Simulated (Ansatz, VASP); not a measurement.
**Two plane-wave programs on MgO**

```
Mg O
1.0
     0.00000    2.10217    2.10217
     2.10217    0.00000    2.10217
     2.10217    2.10217    0.00000
Mg O
1 1
Direct
  0.00000 0.00000 0.00000
  0.50000 0.50000 0.50000
```

Alike in both runs: task single point; functional r2SCAN; k mesh 10 × 10 × 10; no spin polarisation.

|  | VASP | Ansatz |
| --- | --- | --- |
| version | VASP 6.6.1 | Ansatz 0.2.0 |
| potentials or method | VASP PAW PBE potentials, release 64 (Mg, O) | plane waves, PAW |
| plane-wave cutoff (eV) | 520 | 500 |
| occupations | gaussian, width 0.01 eV | fixed |
| valence electrons in the cell | 8 | 16 |

VASP gave:

* gap on the k mesh at the Fermi level (eV): 5.66
* pressure (GPa): -1.1

Which values does Ansatz return?

gap on the k mesh at the Fermi level (eV): 5.68; pressure (GPa): 0.0.

The two sets of potentials don't hold the same shells in valence.

Caveats: the PAW data sets were made with another functional, which shifts forces and pressure a little (VASP). r2SCAN opens gaps a little over a GGA but as a rule still falls short of measured ones.
